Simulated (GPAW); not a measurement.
CoO:

```
Co O
1.0
     0.00000    2.13150    2.13150
     2.13150    0.00000    2.13150
     2.13150    2.13150    0.00000
Co O
1 1
Direct
  0.00000 0.00000 0.00000
  0.50000 0.50000 0.50000
```

| Quantity | Value |
| --- | --- |
| Program | GPAW 26.7.0 |
| Task | relaxation of cell and atoms |
| Functional | PBEsol |
| Potentials or basis | PAW data sets generated in the run's folder for this functional |
| Cutoff | 800 eV |
| Basis | pw |
| k mesh | 11 × 11 × 11 |
| Occupations | fermi-dirac, width 0.05 eV |
| Spin | collinear spin, ferromagnetic start |
| Starting moments | [2.0, 0.0] μB |

At the start: pressure -10.0 GPa; volume 9.68 Å³/atom.

Question: Where does the relaxation end?

Answer: Over 3 steps the energy falls by 16.6 meV/atom and the volume is 9.12 Å³/atom (-5.8 %); space group Fm-3m (No. 225, to 0.05 Å); moment 2.81 μB per cell.

The path:
```
step  energy change (eV)  largest force (eV/Å)  pressure (GPa)  volume (Å³)
   1              0.0000                0.0000          -10.00        19.37
   2             -0.0133                0.0000           -7.95        19.12
   3             -0.0332                0.0000            0.32        18.24
```

Final structure:
```xyz
2
Lattice="0.0000 2.0892 2.0892 2.0892 0.0000 2.0892 2.0892 2.0892 0.0000" Properties=species:S:1:pos:R:3 pbc="T T T"
Co    0.0000    0.0000    0.0000
O     2.0892    2.0892    2.0892
```

Caveat: each step starts from the last one's moments, so a moment once lost doesn't come back; later steps reuse the first step's grids; a cell with one magnetic atom can't hold antiferromagnetic order, which such compounds often take.
